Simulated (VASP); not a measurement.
# PbSe (Cmcm) in VASP: single point with r2SCAN

Aim: the single point of PbSe with r2SCAN.

Program: VASP 6.6.1. These are calculated values, not measurements. Logs are shortened: lines on timing, memory, paths and dates and some standing lists are left out, and cuts for length are marked.

### 1 The crystal as given

The structure is orthorhombic, space group Cmcm (No. 63). Conventional cell: a = 4.312 Å, b = 12.262 Å, c = 4.451 Å, α = 90.00°, β = 90.00°, γ = 90.00°. Around Pb (site symmetry m2m) lie 5 Se at 2.81 to 3.10 Å. Se (site symmetry m2m) has 5 Pb at 2.81 to 3.10 Å as nearest neighbours.

Measurements of this composition are mostly on another form, of space group No. 225.

### 2 Single point, r2SCAN

The input, POSCAR:

```
PbSe
1.0
    6.4989027220      0.0020235405      0.0000000000
   -5.0697465550      4.0661296774      0.0000000000
    0.0000000000      0.0000000000      4.4508036839
Pb Se
2 2
Direct
    0.6316684904      0.3683315096      0.7500000000
    0.3683315096      0.6316684904      0.2500000000
    0.8608165739      0.1391834261      0.7500000000
    0.1391834261      0.8608165739      0.2500000000
```

The input, INCAR.step1:

```
PREC = Accurate
ENCUT = 520
ISMEAR = 0
SIGMA = 0.01
LREAL = False
LASPH = True
NELM = 100
NBANDS = 28
GGA = PE
ALGO = Normal
EDIFF = 1E-4
LWAVE = True
LCHARG = False
```

The input, INCAR.step2:

```
PREC = Accurate
ENCUT = 520
EDIFF = 1E-6
ISMEAR = 0
SIGMA = 0.01
LREAL = False
LASPH = True
NELM = 100
ALGO = Normal
ISIF = 2
LWAVE = False
LCHARG = True
METAGGA = R2SCAN
LMIXTAU = True
LELF = True
LVHAR = True
NBANDS = 28
ISTART = 1
```

The input, KPOINTS:

```
regular mesh
0
Gamma
  6 6 5
```

Potentials or basis: VASP PAW PBE potentials, release 64 (Pb_d, Se).

On the command line:

```sh
cat potpaw_PBE.64/Pb_d/POTCAR potpaw_PBE.64/Se/POTCAR > POTCAR
cp INCAR.step1 INCAR
mpirun -np 1 vasp_std > vasp.out
cp INCAR.step2 INCAR
mpirun -np 1 vasp_std > vasp.out
```

OUTCAR:

```text
PREC = Accurate
   ENCUT = 520
   EDIFF = 1E-6
   ISMEAR = 0
   LREAL = False
   LASPH = True
   NELM = 100
   ISIF = 2
   METAGGA = R2SCAN
   ISTART = 1

 ion  position               nearest neighbor table
   1  0.632  0.368  0.750-   3 2.81   4 3.10   4 3.10   4 3.10   4 3.10   2 3.92   2 3.92
   2  0.368  0.632  0.250-   4 2.81   3 3.10   3 3.10   3 3.10   3 3.10   1 3.92   1 3.92
   3  0.861  0.139  0.750-   1 2.81   2 3.10   2 3.10   2 3.10   2 3.10
   4  0.139  0.861  0.250-   2 2.81   1 3.10   1 3.10   1 3.10   1 3.10

  LATTYP: Found a base centered orthorhombic cell.
 ALAT       =     4.3118856611
 B/A-ratio  =     2.8437103170
 C/A-ratio  =     1.0322174644

  Lattice vectors:

 A1 = (   6.4989027220,   0.0020235405,   0.0000000000)
 A2 = (  -5.0697465550,   4.0661296774,   0.0000000000)
 A3 = (   0.0000000000,   0.0000000000,   4.4508036839)

Analysis of symmetry for initial positions (statically):
=====================================================================
 Subroutine PRICEL returns:
 Original cell was already a primitive cell.

 Routine SETGRP: Setting up the symmetry group for a
 base centered orthorhombic supercell.

 Subroutine GETGRP returns: Found  8 space group operations
 (whereof  4 operations were pure point group operations)
 out of a pool of  8 trial point group operations.

The static configuration has the point symmetry C_2h.
 The point group associated with its full space group is D_2h.

Analysis of symmetry for dynamics (positions and initial velocities):
=====================================================================
 Subroutine PRICEL returns:
 Original cell was already a primitive cell.

 Routine SETGRP: Setting up the symmetry group for a
 base centered orthorhombic supercell.

 Subroutine GETGRP returns: Found  8 space group operations
 (whereof  4 operations were pure point group operations)
 out of a pool of  8 trial point group operations.

The dynamic configuration has the point symmetry C_2h.
 The point group associated with its full space group is D_2h.

 Subroutine INISYM returns: Found  8 space group operations
 (whereof  4 operations are pure point group operations),
 and found     1 'primitive' translations

----------------------------------------------------------------------------------------

                                     Primitive cell

  volume of cell :     117.6598

[... 85 lines left out ...]
   ICHARG =      0    charge: 1-file 2-atom 10-const
   ISPIN  =      1    spin polarized calculation?
   LNONCOLLINEAR =      F non collinear calculations
   LSORBIT =      F    spin-orbit coupling
   LASPH  =      T    aspherical Exc in radial PAW
   ENCUT  =  520.0 eV  38.22 Ry    6.18 a.u.  12.08 12.08  8.28*2*pi/ulx,y,z
   NELM   =    100;   NELMIN=  2; NELMDL=  0     # of ELM steps
   EDIFF  = 0.1E-05   stopping-criterion for ELM
   LREAL  =      F    real-space projection
   EDIFFG = 0.1E-04   stopping-criterion for IOM
   NSW    =      0    number of steps for IOM
   IBRION =     -1    ionic relax: 0-MD 1-quasi-New 2-CG
   NFREE  =      0    steps in history (QN), initial steepest desc. (CG)
   ISIF   =      2    stress and relaxation
   ISYM   =      2    0-nonsym 1-usesym 2-fastsym
   POTIM  = 0.5000    time-step for ionic-motion
   TEBEG  =    0.0;   TEEND  =   0.0 temperature during run
   PSTRESS=    0.0 pullay stress
   NELECT =      40.0000    total number of electrons
   NUPDOWN=      -1.0000    fix difference up-down
   EMIN   =  10.00;   EMAX   =-10.00  energy-range for DOS
   EFERMI =   0.00;   METHOD = LEGACY
   ISMEAR =     0;   SIGMA  =   0.01  broadening in eV -4-tet -1-fermi 0-gaus
   EFERMI_NEDOS =   21; number of points for ismear=-14 and -15
   IALGO  =     38    algorithm
   IMIX   =      4    mixing-type and parameters
     AMIX     =   0.40;   BMIX     =  1.00
     AMIX_MAG =   1.60;   BMIX_MAG =  1.00
  volume/ion in A,a.u.               =      29.41       198.50
  Fermi-wavevector in a.u.,A,eV,Ry     =   1.142577  2.159157 17.762158  1.305482
  Thomas-Fermi vector in A             =   2.279274
   LORBIT       =      0    0 simple, 1 ext, 2 COOP (PROOUT), +10 PAW based schemes
   METAGGA = R2SCAN    functional components
   LHFCALC =     F    Hartree Fock is set to
   AEXX    =    0.0000 exact exchange contribution
   IVDW    =     0    specifies the selected vdW correction
   LEPSILON=     F    determine dielectric tensor
   LRPA    =     F    only Hartree local field effects (RPA)
 non-spin polarized calculation
 Gauss-broadening in eV      SIGMA  =   0.01
  energy-cutoff  :      520.00
  volume of cell :      117.66
 maximum number of plane-waves:      3187
   NGX = 25   NGY = 25   NGZ = 17

 number of electron      39.9999996 magnetization

 Free energy of the ion-electron system (eV)
  ---------------------------------------------------
  ext. energy  EPLUGINS =         0.00000000
  ---------------------------------------------------
  free energy    TOTEN  =      -143.72093564 eV

  energy without entropy =     -143.72093564  energy(sigma->0) =     -143.72093564

 E-fermi :   4.1988     XC(G=0):  -9.9315

 val. band max:        4.1539869771   @ k =   0.5000   0.5000   0.4000
 cond. band min:       5.4137783025   @ k =   0.5000   0.5000   0.4000
 fundamental gap:      1.2597913254
 Fermi energy:         4.1987541503

 k-point     1 :       0.0000    0.0000    0.0000
  band No.  band energies     occupation
      1     -13.0072      2.00000
      2     -12.9180      2.00000
      3     -12.9133      2.00000
      4     -12.9061      2.00000
      5     -12.8915      2.00000
      6     -12.8840      2.00000
[... 733 lines left out ...]
     27      11.5716      0.00000
     28      11.8658      0.00000

 [... further k-points ...]
[... 5 lines left out ...]
  --------------------------------------------------------------------------------------
  -------------------------------------------------------------------------------------
  Total        0.0544264      0.0249117      0.0086471     -0.0118284      0.0000000      0.0000000
  in kB        0.7411258      0.3392227      0.1177479     -0.1610680      0.0000000      0.0000000
  external PRESSURE =       0.3993655 kB  Pullay stress =       0.0000000 kB

 VOLUME and BASIS-vectors are now :
 -----------------------------------------------------------------------------
  energy-cutoff  :      520.00
  volume of cell :      117.66
      direct lattice vectors                 reciprocal lattice vectors
     6.498902722  0.002023541  0.000000000     0.153812416  0.191776955  0.000000000
    -5.069746555  4.066129677  0.000000000    -0.000076546  0.245838675  0.000000000
     0.000000000  0.000000000  4.450803684     0.000000000  0.000000000  0.224678523

 POSITION                                       TOTAL-FORCE (eV/Angst)
 -----------------------------------------------------------------------------------
      2.23780      1.49896      3.33810        -0.015172      0.005330     -0.000000
     -0.80865      2.56919      1.11270         0.015172     -0.005330      0.000000
      4.88874      0.56768      3.33810         0.017954     -0.006307     -0.000000
     -3.45958      3.50047      1.11270        -0.017954      0.006307     -0.000000
 -----------------------------------------------------------------------------------
    total drift:                               -0.000000      0.000000      0.000000

  FREE ENERGIE OF THE ION-ELECTRON SYSTEM (eV)
  ---------------------------------------------------
  free  energy   TOTEN  =      -143.7209356417 eV

  energy  without entropy=     -143.7209356417  energy(sigma->0) =     -143.72093564
```

OUTCAR.step1:

```text
PREC = Accurate
   ENCUT = 520
   ISMEAR = 0
   LREAL = False
   LASPH = True
[... 976 lines left out ...]
      2.23780      1.49896      3.33810        -0.102899      0.036149      0.000000
     -0.80865      2.56919      1.11270         0.102899     -0.036149      0.000000
      4.88874      0.56768      3.33810         0.164995     -0.057963      0.000000
     -3.45958      3.50047      1.11270        -0.164995      0.057963      0.000000
 -----------------------------------------------------------------------------------
    total drift:                               -0.000000      0.000000      0.000000

  FREE ENERGIE OF THE ION-ELECTRON SYSTEM (eV)
  ---------------------------------------------------
  free  energy   TOTEN  =       -16.1829560084 eV

  energy  without entropy=      -16.1829560084  energy(sigma->0) =      -16.18295601
```

Run time: 5.7 min. Hardware: 1 thread of Intel Xeon Platinum 8488C (Sapphire Rapids), shared host; peak memory 0.37 GiB.

Results:

```
Free energy            : -143.7209 eV
Pressure               : 0.0 GPa
Largest force          : 0.019 eV/Å
Band gap on the k mesh : 1.26 eV, direct
```

Forces on the atoms (eV/Å):
```
Pb  -0.015  0.005  0.000
Pb   0.015 -0.005  0.000
Se   0.018 -0.006  0.000
Se  -0.018  0.006  0.000
```

Caveat: the PAW data sets were made with another functional, which shifts forces and pressure a little; spin-orbit coupling is left out, which as a rule narrows the gap of such compounds by several tenths of an eV; an odd mesh through Γ misses points on the zone boundary, where band edges often lie.
